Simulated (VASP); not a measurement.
# How biaxial strain in the (111) plane changes InAs (F-43m)

How do the elastic response and the band edges of InAs follow biaxial strain in the (111) plane?

Calculated with VASP 6.6.1; PBEsol; plane waves and PAW (In_d, As), in the first sound run; inputs show where later runs differ.

## 1. The structure

Symmetry: F-43m, No. 216, cubic system. Conventional cell: a = 6.058 Å, b = 6.058 Å, c = 6.058 Å, α = 90.00°, β = 90.00°, γ = 90.00°. Nearest to In lie 4 As at 2.62 Å. As has 4 In at 2.62 Å nearest. Farther neighbours are not listed.

## 2. Relax the crystal, PBEsol

The series starts from the cell that this level prefers, so that zero strain is near zero stress.

This step took 2 runs in a row; the last is shown.

Level: PBEsol; plane waves and PAW (In_d, As).

Contents of INCAR:

```
SYSTEM = InAs
PREC = Accurate
ENCUT = 450
EDIFF = 1E-07
NELM = 120
ISMEAR = 0
SIGMA = 0.02
LREAL = .FALSE.
ALGO = Normal
GGA = PS
NBANDS = 15
LORBIT = 11
LWAVE = .FALSE.
LCHARG = .FALSE.
KPAR = 16
IBRION = 2
NSW = 40
ISIF = 3
EDIFFG = -0.005
POTIM = 0.4
```

Contents of POSCAR:

```
InAs
1.0
    0.0000000000      3.0457286029      3.0457286029
    3.0457286029      0.0000000000      3.0457286029
    3.0457286029      3.0457286029      0.0000000000
In As
1 1
Direct
    0.0000000000      0.0000000000      0.0000000000
    0.2500000000      0.2500000000      0.2500000000
```

Contents of KPOINTS:

```
Automatic mesh
0
Gamma
9 9 9
0 0 0
```

Potentials, in the order of the species: In_d and As (PBE family, release 64).

The run is started by

```sh
$ mpirun -np 16 vasp_std
```

Log:

```text
[banner, memory and clock lines left out]
running   16 mpi-ranks, on    1 nodes
[...]
|                                                                             |
|           W    W    AA    RRRRR   N    N  II  N    N   GGGG   !!!           |
|           W    W   A  A   R    R  NN   N  II  NN   N  G    G  !!!           |
|           W    W  A    A  R    R  N N  N  II  N N  N  G       !!!           |
|           W WW W  AAAAAA  RRRRR   N  N N  II  N  N N  G  GGG   !            |
|           WW  WW  A    A  R   R   N   NN  II  N   NN  G    G                |
|           W    W  A    A  R    R  N    N  II  N    N   GGGG   !!!           |
|                                                                             |
|     For optimal performance we recommend to set                             |
|       NCORE = 2 up to number-of-cores-per-socket                            |
|     NCORE specifies how many cores store one orbital (NPAR=cpu/NCORE).      |
|     This setting can greatly improve the performance of VASP for DFT.       |
[...]
|     You enforced a specific xc type in the INCAR file but a different       |
|     [... a line on the potential file left out ...]
|     I HOPE YOU KNOW WHAT YOU ARE DOING!                                     |
|                                                                             |

 LDA part: xc-table for (Slater+PW92), standard interpolation
 POSCAR, INCAR and KPOINTS ok, starting setup
[...]
entering main loop
       N       E                     dE             d eps       ncg     rms          rms(c)
DAV:   1     0.105995730556E+03    0.10600E+03   -0.77522E+03  1050   0.116E+03
DAV:   2    -0.172913012346E+01   -0.10772E+03   -0.10374E+03  1127   0.283E+02
DAV:   3    -0.860204220020E+01   -0.68729E+01   -0.68405E+01  1372   0.745E+01
DAV:   4    -0.877295728332E+01   -0.17092E+00   -0.17088E+00  1349   0.133E+01
[...]
DAV:  12    -0.848782996822E+01   -0.55306E-07   -0.56612E-06  1183   0.243E-02    0.849E-03
DAV:  13    -0.848783007693E+01   -0.10871E-06   -0.11674E-06  1414   0.599E-03    0.400E-03
DAV:  14    -0.848783002390E+01    0.53026E-07   -0.64814E-08   960   0.255E-03
   1 F= -.84878300E+01 E0= -.84878089E+01  d E =-.848783E+01
[...]
reached required accuracy - stopping structural energy minimisation
```

Elapsed: 3.8 s, on 16 MPI ranks of Intel Xeon 6975P-C (Granite Rapids), shared host; peak memory 2.9 GiB.

Lines that name or quote the potential files are left out of all logs, and their timing lines are given in words.

Parts of OUTCAR (step 2):

```text
  Total        0.0020524      0.0020524      0.0020524      0.0000000      0.0000000     -0.0000000
  in kB        0.0581939      0.0581939      0.0581939      0.0000000      0.0000000     -0.0000000
  external PRESSURE =       0.0581939 kB  Pullay stress =       0.0000000 kB

 POSITION                                       TOTAL-FORCE (eV/Angst)
 -----------------------------------------------------------------------------------
      0.00000      0.00000      0.00000        -0.000000     -0.000000     -0.000000
      1.52286      1.52286      1.52286         0.000000      0.000000      0.000000
 -----------------------------------------------------------------------------------
    total drift:                                0.000000      0.000000      0.000000

  FREE ENERGIE OF THE ION-ELECTRON SYSTEM (eV)
  ---------------------------------------------------
  free  energy   TOTEN  =        -8.4878300239 eV

  energy  without entropy=       -8.4877877023  energy(sigma->0) =       -8.48780886

 reached required accuracy - stopping structural energy minimisation

[... 3 further parts left out ...]
[key lines of the parts left out:]
E-fermi :   4.1605
```

Numbers from this step:

| Property | Result |
| --- | --- |
| energy(sigma→0) of the program | -8.4878 eV |
| stress, compression positive | 0.01 along [111], 0.01 across it (mean), GPa |
| volume | 56.507 Å³ |
| ionic steps | 1 |

## 3. Strain along the normal, PBEsol

One member in full: the plane is strained by -0.5 %, and the strain along the normal is moved by secant steps until the normal stress is under 0.012 GPa or five steps are spent; the atoms relax at each step.

This step took 3 runs, each at a new trial strain with the atoms of the one before; the last is shown.

Level: PBEsol; plane waves and PAW (In_d, As); cell typed or built by script.

INCAR, as its differences from that of step 2:

```diff
@@ -14,7 +14,7 @@
 LCHARG = .FALSE.
-KPAR = 16
-IBRION = 2
-NSW = 40
-ISIF = 3
-EDIFFG = -0.005
-POTIM = 0.4
+KPAR = 4
+IBRION = 1
+NSW = 25
+ISIF = 2
+EDIFFG = -0.004
+POTIM = 0.3
```

Contents of POSCAR:

```
InAs
1.0
    0.0168219650      3.0473219250      3.0473219250
    3.0473219250      0.0168219650      3.0473219250
    3.0473219250      3.0473219250      0.0168219650
In As
1 1
Direct
    0.0004931372      0.0004931372      0.0004931372
    0.2495068628      0.2495068628      0.2495068628
```

KPOINTS is that of step 2.

The run is started by

```sh
$ mpirun -np 4 vasp_std
```

Log:

```text
[banner, memory and clock lines left out]
running    4 mpi-ranks, on    1 nodes
[...]
[... a notice as in an earlier step ...]

 LDA part: xc-table for (Slater+PW92), standard interpolation
 POSCAR, INCAR and KPOINTS ok, starting setup
[...]
entering main loop
       N       E                     dE             d eps       ncg     rms          rms(c)
DAV:   1     0.108191943560E+03    0.10819E+03   -0.77463E+03  2564   0.116E+03
DAV:   2    -0.134647770076E+01   -0.10954E+03   -0.10539E+03  2767   0.286E+02
DAV:   3    -0.858819327027E+01   -0.72417E+01   -0.72074E+01  3187   0.772E+01
DAV:   4    -0.877286691535E+01   -0.18467E+00   -0.18462E+00  3238   0.138E+01
[...]
DAV:  12    -0.848680128884E+01    0.14147E-06   -0.58110E-06  2978   0.273E-02    0.783E-03
DAV:  13    -0.848680138938E+01   -0.10054E-06   -0.12541E-06  3397   0.618E-03    0.341E-03
DAV:  14    -0.848680132649E+01    0.62890E-07   -0.62987E-08  2333   0.251E-03
   1 F= -.84868013E+01 E0= -.84867858E+01  d E =-.848680E+01
 BRION: g(F)=  0.161E-06 g(S)=  0.000E+00
 reached required accuracy - stopping structural energy minimisation
```

Run time: 7.6 s. Hardware: 4 MPI ranks; peak memory 0.76 GiB.

Parts of OUTCAR (step 3):

```text
  Total        0.1357018      0.1357018      0.1357018     -0.0664941     -0.0664941     -0.0664941
  in kB        3.8736674      3.8736674      3.8736674     -1.8981029     -1.8981029     -1.8981029
  external PRESSURE =       3.8736674 kB  Pullay stress =       0.0000000 kB

 POSITION                                       TOTAL-FORCE (eV/Angst)
 -----------------------------------------------------------------------------------
      0.00301      0.00301      0.00301        -0.000962     -0.000962     -0.000962
      1.52485      1.52485      1.52485         0.000962      0.000962      0.000962
 -----------------------------------------------------------------------------------
    total drift:                               -0.000246     -0.000246     -0.000246

  FREE ENERGIE OF THE ION-ELECTRON SYSTEM (eV)
  ---------------------------------------------------
  free  energy   TOTEN  =        -8.4868013265 eV

  energy  without entropy=       -8.4867703652  energy(sigma->0) =       -8.48678585

[... 1 part as in an earlier step ...]

[... 3 further parts left out ...]
[key lines of the parts left out:]
E-fermi :   4.2405
```

Numbers from this step:

| Item | Value |
| --- | --- |
| energy(sigma→0) of the program | -8.4868 eV |
| stress, compression positive | 0.01 along [111], 0.58 across it (mean), GPa |
| ionic steps | 1 |

## 4. Band edges, HSE06

Short lines in KPOINTS_OPT sample the zone centre along and across the normal of the plane, for masses, and the other valleys.

Level: HSE06; plane waves and PAW (In_d, As); cell typed or built by script.

Contents of INCAR:

```
SYSTEM = InAs
PREC = Accurate
ENCUT = 450
EDIFF = 1E-06
NELM = 100
ISMEAR = 0
SIGMA = 0.02
LREAL = .FALSE.
ALGO = Normal
LHFCALC = .TRUE.
AEXX = 0.25
GGA = PE
HFSCREEN = 0.2
LASPH = .TRUE.
NBANDS = 14
PRECFOCK = Fast
LWAVE = .FALSE.
LCHARG = .FALSE.
KPAR = 4
```

POSCAR is that of step 3.

Contents of KPOINTS:

```
Automatic mesh
0
Gamma
4 4 4
0 0 0
```

Contents of KPOINTS_OPT:

```
Line mode
6
Line-mode
Reciprocal
  0.00000000   0.00000000   0.00000000
  0.02807856   0.02807856   0.02807856

  0.00000000   0.00000000   0.00000000
 -0.01705255   0.01705255  -0.00000000

  0.31000000   0.31000000   0.00000000
  0.50000000   0.50000000   0.00000000

  0.00000000   0.31000000   0.31000000
  0.00000000   0.50000000   0.50000000

  0.45000000   0.45000000   0.45000000
  0.50000000   0.50000000   0.50000000

  0.45000000   0.00000000   0.00000000
  0.50000000   0.00000000   0.00000000

  0.42500000   0.42500000   0.00000000
  0.42513386   0.44924982   0.02424982

  0.50000000   0.50000000   0.50000000
  0.48294745   0.51705255   0.50000000
```

The run is started by

```sh
$ mpirun -np 4 vasp_std
```

Log:

```text
[banner, memory and clock lines left out]
running    4 mpi-ranks, on    1 nodes
[...]
LDA part: xc-table for (Slater+PW92), standard interpolation
 found WAVECAR, reading the header
 POSCAR, INCAR and KPOINTS ok, starting setup
[...]
reading WAVECAR
 the WAVECAR file was read successfully
 initial charge from wavefunction
 entering main loop
       N       E                     dE             d eps       ncg     rms          rms(c)
DAV:   1    -0.912875534580E+01   -0.91288E+01   -0.67187E-01   442   0.126E+01    0.345E+00
DAV:   2    -0.914089886176E+01   -0.12144E-01   -0.54623E-02   488   0.211E+00    0.394E+00
DAV:   3    -0.913861123210E+01    0.22876E-02   -0.33552E-03   500   0.847E-01    0.270E+00
DAV:   4    -0.913795956348E+01    0.65167E-03   -0.79118E-04   472   0.353E-01    0.171E+00
DAV:   5    -0.913782693980E+01    0.13262E-03   -0.20766E-04   438   0.162E-01    0.106E+00
DAV:   6    -0.913779207652E+01    0.34863E-04   -0.31162E-05   402   0.732E-02    0.645E-01
DAV:   7    -0.913778108629E+01    0.10990E-04   -0.73514E-06   412   0.347E-02    0.387E-01
DAV:   8    -0.913777868281E+01    0.24035E-05   -0.30269E-06   394   0.176E-02    0.233E-01
DAV:   9    -0.913777891282E+01   -0.23002E-06   -0.11321E-06   310   0.937E-03
   1 F= -.91377789E+01 E0= -.91377789E+01  d E =-.830419E-20
 Start KPOINTS_OPT (optional k-point list driver)
k-point batch [1-13\48]
       N       E                     dE             ncg
DAV:   1     0.402750852771E+03   -0.31907E+03      370
DAV:   2    -0.136424639637E+04   -0.17670E+04      370
DAV:   3    -0.151079285157E+04   -0.14655E+03      472
DAV:   4    -0.151824400317E+04   -0.74512E+01      426
DAV:   5    -0.151838840255E+04   -0.14440E+00      498
DAV:   6    -0.151839201696E+04   -0.36144E-02      490
DAV:   7    -0.151839206731E+04   -0.50344E-04      498
DAV:   8    -0.151839206785E+04   -0.53942E-06      338
[...]
k-point batch [40-48\48]
       N       E                     dE             ncg
DAV:   1     0.211513671907E+04   -0.44789E+04      258
DAV:   2     0.944432975007E+03   -0.11707E+04      270
DAV:   3     0.856145011823E+03   -0.88288E+02      336
DAV:   4     0.853318209657E+03   -0.28268E+01      310
DAV:   5     0.853224713565E+03   -0.93496E-01      364
DAV:   6     0.853222250785E+03   -0.24628E-02      356
DAV:   7     0.853222206900E+03   -0.43885E-04      358
DAV:   8     0.853222206393E+03   -0.50740E-06      228
```

The job ended after 84 s (4 MPI ranks; peak memory 1.1 GiB).

OUTCAR, selected parts (step 4):

```text
  LATTYP: Found a trigonal (rhomboedric) cell.
 ALAT       =     4.3095968266
 COS(alpha) =     0.5055125432

 Subroutine GETGRP returns: Found  6 space group operations
 (whereof  6 operations were pure point group operations)

The static configuration has the point symmetry C_3v.

 Found     13 irreducible k-points:

   k-points           NKPTS =     13   k-points in BZ     NKDIM =     64   number of bands    NBANDS=     14

   dimension x,y,z NGX =    30 NGY =   30 NGZ =   30
   dimension x,y,z NGXF=    60 NGYF=   60 NGZF=   60

   ENCUT  =  450.0 eV  33.07 Ry    5.75 a.u.   7.45  7.45  7.45*2*pi/ulx,y,z

   NELECT =      18.0000    total number of electrons

  exchange ACFDT corr.  =         0.00000000  see jH, gK, PRB 81, 115126

 E-fermi :   4.0968

 k-point     1 :       0.0000    0.0000    0.0000
  band No.  band energies     occupation
    ...
      5     -12.0530      2.00000
      6      -8.9596      2.00000
      7       3.9120      2.00000
      8       3.9731      2.00000
      9       3.9731      2.00000
     10       4.4595      0.00000
     11       8.5820      0.00000
     12       8.6639      0.00000
     13       8.6639      0.00000
     14      12.3859      0.00000

 k-point     2 :       0.2500    0.0000    0.0000
  band No.  band energies     occupation
    ...
      5     -12.0518      2.00000
      6      -8.3165      2.00000
      7       0.0980      2.00000
      8       3.3234      2.00000
      9       3.3689      2.00000
     10       5.8890      0.00000
     11       9.3538      0.00000
     12       9.3952      0.00000
     13       9.9596      0.00000
     14      13.1875      0.00000

 POSITION                                       TOTAL-FORCE (eV/Angst)
 -----------------------------------------------------------------------------------
      0.00301      0.00301      0.00301        -0.006293     -0.006293     -0.006293
      1.52485      1.52485      1.52485         0.006293      0.006293      0.006293
 -----------------------------------------------------------------------------------
    total drift:                               -0.000249     -0.000259     -0.000261

  FREE ENERGIE OF THE ION-ELECTRON SYSTEM (eV)
  ---------------------------------------------------
  free  energy   TOTEN  =        -9.1377789128 eV

  energy  without entropy=       -9.1377789128  energy(sigma->0) =       -9.13777891

[... 1 part as in an earlier step ...]

[... 7 further parts left out ...]
```

Read from the output:

```
energy(sigma→0) of the program : -9.1378 eV
```

## 5. Band edges, PBEsol

Short lines in KPOINTS_OPT sample the zone centre along and across the normal of the plane, for masses, and the other valleys.

Level: PBEsol; plane waves and PAW (In_d, As); cell typed or built by script.

Contents of INCAR:

```
SYSTEM = InAs
PREC = Accurate
ENCUT = 450
EDIFF = 1E-06
NELM = 100
ISMEAR = 0
SIGMA = 0.02
LREAL = .FALSE.
ALGO = Normal
GGA = PS
NBANDS = 14
LWAVE = .FALSE.
LCHARG = .FALSE.
KPAR = 4
```

POSCAR is that of step 4.

Contents of KPOINTS:

```
Automatic mesh
0
Gamma
7 7 7
0 0 0
```

KPOINTS_OPT is that of step 4.

The run is started by

```sh
$ mpirun -np 4 vasp_std
```

Log:

```text
[... set-up lines as in an earlier step ...]
 entering main loop
       N       E                     dE             d eps       ncg     rms          rms(c)
DAV:   1     0.108295129054E+03    0.10830E+03   -0.77520E+03  1238   0.125E+03
DAV:   2    -0.134566153686E+01   -0.10964E+03   -0.10598E+03  1334   0.296E+02
DAV:   3    -0.859221426095E+01   -0.72466E+01   -0.72109E+01  1640   0.807E+01
DAV:   4    -0.876761918658E+01   -0.17540E+00   -0.17534E+00  1426   0.143E+01
[...]
DAV:  10    -0.848009479697E+01   -0.69077E-04   -0.12722E-04  1840   0.171E-01    0.668E-02
DAV:  11    -0.848011411358E+01   -0.19317E-04   -0.60080E-05  1316   0.116E-01    0.527E-02
DAV:  12    -0.848011435340E+01   -0.23982E-06   -0.64061E-06  1278   0.288E-02
   1 F= -.84801144E+01 E0= -.84800815E+01  d E =-.658068E-04
 Start KPOINTS_OPT (optional k-point list driver)
k-point batch [1-44\48]
       N       E                     dE             ncg
DAV:   1     0.732844234227E+03   -0.14998E+05     1232
DAV:   2    -0.409486983066E+04   -0.48277E+04     1262
DAV:   3    -0.443175290108E+04   -0.33688E+03     1682
DAV:   4    -0.443975206751E+04   -0.79992E+01     1410
DAV:   5    -0.444009047028E+04   -0.33840E+00     1816
DAV:   6    -0.444010323465E+04   -0.12764E-01     1566
DAV:   7    -0.444010344776E+04   -0.21311E-03     1846
DAV:   8    -0.444010345076E+04   -0.30028E-05     1076
DAV:   9    -0.444010345109E+04   -0.32523E-06      910
k-point batch [45-48\48]
       N       E                     dE             ncg
DAV:   1     0.164652435429E+05   -0.19477E+04      112
DAV:   2     0.160271529133E+05   -0.43809E+03      118
DAV:   3     0.159959332081E+05   -0.31220E+02      160
DAV:   4     0.159952016454E+05   -0.73156E+00      118
DAV:   5     0.159951554086E+05   -0.46237E-01      192
DAV:   6     0.159951548759E+05   -0.53274E-03      124
DAV:   7     0.159951548477E+05   -0.28167E-04      192
DAV:   8     0.159951548476E+05   -0.14221E-06       92
```

Run time: 5.8 s. Hardware: 4 MPI ranks; peak memory 0.73 GiB.

From OUTCAR (step 5):

```text
  Total        0.1426246      0.1426246      0.1426246     -0.0645615     -0.0645615     -0.0645615
  in kB        4.0712813      4.0712813      4.0712813     -1.8429361     -1.8429361     -1.8429361
  external PRESSURE =       4.0712813 kB  Pullay stress =       0.0000000 kB

 POSITION                                       TOTAL-FORCE (eV/Angst)
 -----------------------------------------------------------------------------------
      0.00301      0.00301      0.00301         0.000876      0.000876      0.000876
      1.52485      1.52485      1.52485        -0.000876     -0.000876     -0.000876
 -----------------------------------------------------------------------------------
    total drift:                               -0.000262     -0.000262     -0.000262

  FREE ENERGIE OF THE ION-ELECTRON SYSTEM (eV)
  ---------------------------------------------------
  free  energy   TOTEN  =        -8.4801143534 eV

  energy  without entropy=       -8.4800485467  energy(sigma->0) =       -8.48008145

[... 1 part as in an earlier step ...]

[... 2 further parts left out ...]
[key lines of the parts left out:]
E-fermi :   4.2429
```

Numbers from this step:

| Quantity | Value |
| --- | --- |
| energy(sigma→0) of the program | -8.4801 eV |
| stress, compression positive | 0.04 along [111], 0.59 across it (mean), GPa |

The run ends at a pressure of 0.41 GPa, with forces up to 0.0015 eV/Å.

(Continued in part 2 of 2.)

[Lines on the potential files, build, host, timing and source positions are cut from VASP's logs without a mark.]

[Logs are printed without paths, hosts, clocks, repeated set-up lines and the standing remarks that a program may print on its own settings, such as how far it seeks lower states.]

[Hosts, paths, dates, database ids (printed as entryN), source tags and the programs' standing remarks are cut or masked in the printed files.]

[In band tables of VASP the shares of atoms and orbitals are scaled to a sum of 1 inside the atoms' spheres.]
